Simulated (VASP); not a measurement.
The system is PtS2.

```
Pt S
1.0
     3.54320    0.00000    0.00000
    -1.77160    3.06850    0.00000
     0.00000    0.00000    5.03880
Pt S
1 2
Direct
  0.00000 0.00000 0.00000
  0.66667 0.33333 0.77300
  0.33333 0.66667 0.22700
```

| Quantity | Value |
| --- | --- |
| Program | VASP 6.6.1 |
| Task | relaxation of cell and atoms |
| Functional | optPBE-vdW |
| Potentials or basis | VASP PAW PBE potentials, release 64 (Pt, S) |
| Cutoff | 600 eV |
| k mesh | 9 × 9 × 5 |
| Occupations | fermi-dirac, width 0.05 eV |
| Spin | no spin polarisation |

At the start: pressure 13.7 GPa; volume 18.26 Å³/atom.

**Question.** How do energy, volume and symmetry change on relaxing?

**Answer.** Over 13 steps the energy falls by 78.6 meV/atom and the volume is 19.69 Å³/atom (+7.8 %); space group P-3m1 (No. 164, to 0.05 Å).

The path:
```tsv
step	energy change (eV)	largest force (eV/Å)	pressure (GPa)	volume (Å³)
1	0.0000	1.6610	13.66	54.78
2	0.3214	1.4366	-13.98	68.07
3	-0.2221	0.1402	-0.89	59.41
4	-0.2227	0.1956	-0.39	59.20
5	-0.2226	0.2195	-0.17	59.11
6	-0.2318	0.1124	-0.02	58.96
7	-0.2355	0.0066	0.14	58.79
8	-0.2355	0.0116	0.15	58.78
9	-0.2355	0.0161	0.16	58.78
10	-0.2356	0.0449	-0.14	58.94
11	-0.2356	0.0366	-0.05	58.90
12	-0.2357	0.0319	-0.04	58.94
13	-0.2359	0.0159	0.01	59.08
```

Final structure:
```
Pt S
1.0
     3.60051    0.00000    0.00000
    -1.80025    3.11813    0.00000
     0.00000    0.00000    5.26206
Pt S
1 2
Cartesian
  0.0000 0.0000 0.0000
  1.8003 1.0394 4.0208
  0.0000 2.0788 1.2413
```

Caveat: the PAW data sets were made with another functional, which shifts forces and pressure a little.
